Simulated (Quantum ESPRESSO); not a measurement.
**Rh under changes of volume**

One of the cells (13.671 Å³/atom); the others are scaled copies at fixed shape and fractional positions:

```xyz
1
Lattice="0.0000 1.8979 1.8979 1.8979 0.0000 1.8979 1.8979 1.8979 0.0000" Properties=species:S:1:pos:R:3 pbc="T T T"
Rh    0.0000    0.0000    0.0000
```

| Quantity | Value |
| --- | --- |
| Program | Quantum ESPRESSO 7.5 |
| Functional | RPBE |
| Potentials or basis | PseudoDojo 0.4 FR PBE stringent |
| Cutoff | 1197 eV |
| Density cutoff | 4789 eV |
| k mesh | 5 × 5 × 5 |
| Occupations | fermi-dirac, width 0.025 eV |
| Spin | non-collinear spin, ferromagnetic start, spin-orbit coupling |
| Starting moments | [[0.346, 0.346, 0.346]] μB |

```tsv
volume (Å³/atom)	energy over the lowest point (meV/atom)	pressure (GPa)
12.851	181.23	38.9
13.125	?	?
13.398	76.07	23.1
13.671	42.21	16.5
13.945	19.02	10.6
14.218	5.27	5.4
14.492	0.00	0.7
```

**Question.** What does the run at 13.125 Å³/atom give?

**Answer.** Energy over the lowest point 121.93 meV/atom; pressure 30.5 GPa.

Worked out: A Birch-Murnaghan fit of order 3 (a polynomial in V^(-2/3)) to the other rows has its minimum at 14.54 Å³/atom, just outside them, with B0 = V·E''(V) = 229 GPa and B' = 5.2. It gives 121.81 meV/atom at 13.125 Å³/atom, against the run's 121.93, and -dE/dV = 30.6 GPa, against 30.5.

Energies are extrapolated to zero smearing.

Caveats: all runs use coarse meshes; the potentials were made for another functional, which shifts forces and pressure; non-collinear GGA energies in this program can be off by tens of meV an atom and hang on the start.
